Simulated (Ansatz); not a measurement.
**Zone-centre modes in Al3Cu**

Level of theory: DFT PBEsol, scalar-relativistic, plane waves, PAW (Ansatz 0.2.0). Cutoff 420 eV, Γ-centred 18×18×4 k-points, Gaussian smearing of 0.15 eV. No spin polarisation.

The starting cell (relaxed at this level; it needn't be the usual structure):

```
Al Cu
1.0
     2.77968    0.00000    0.00000
     0.00000    2.77968    0.00000
     0.00000    0.00000   15.20591
Al Cu
6 2
Cartesian
  0.0000 0.0000 3.8015
  0.0000 0.0000 11.4044
  1.3898 1.3898 1.6779
  1.3898 1.3898 9.2808
  1.3898 1.3898 5.9251
  1.3898 1.3898 13.5280
  0.0000 0.0000 0.0000
  0.0000 0.0000 7.6030
```

Harmonic modes by finite displacements of 0.02 Å, without the LO–TO term. The cell doubles the primitive one, so its zone centre also holds the primitive cell's point q = (0, 0, 1/2).

At this geometry, is the structure stable against these modes?

Yes: no mode is imaginary beyond 10 cm⁻¹, and only the three translations lie near zero.

List the wavenumbers in cm⁻¹.

0, 0, 0, 56, 56, 73, 73, 93, 93, 113, 160, 169, 169, 186, 186, 196, 196, 197, 206, 206, 259, 267, 291, 303.

Cost: 1 run of about 20 core-minutes, on AMD EPYC (Zen 3) (shared hosts).